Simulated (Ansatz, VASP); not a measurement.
**MgO in VASP and in Ansatz**

```
Mg O
1.0
     0.00000    2.10217    2.10217
     2.10217    0.00000    2.10217
     2.10217    2.10217    0.00000
Mg O
1 1
Direct
  0.00000 0.00000 0.00000
  0.50000 0.50000 0.50000
```

The cell was built by a generator and needn't be a form met in nature.

Alike in both runs: task single point; functional PBE; k mesh 10 × 10 × 10; occupations fermi-dirac, width 0.02 eV; no spin polarisation.

|  | VASP | Ansatz |
| --- | --- | --- |
| version | VASP 6.6.1 | Ansatz 0.2.0 |
| potentials or method | VASP PAW PBE potentials, release 64 (Mg, O) | plane waves, PAW |
| plane-wave cutoff (eV) | 520 | 420 |
| valence electrons in the cell | 8 | 16 |

Ansatz gave:

| Property | Result |
| --- | --- |
| gap on the k mesh at the Fermi level (eV) | 4.80 |
| pressure (GPa) | 5.6 |

**Question.** What did VASP give for the same quantities?

**Answer.** gap on the k mesh at the Fermi level (eV): 4.78; pressure (GPa): 4.9.

The two sets of potentials don't hold the same shells in valence.

As with any semilocal functional, this PBE gap is likely too small.
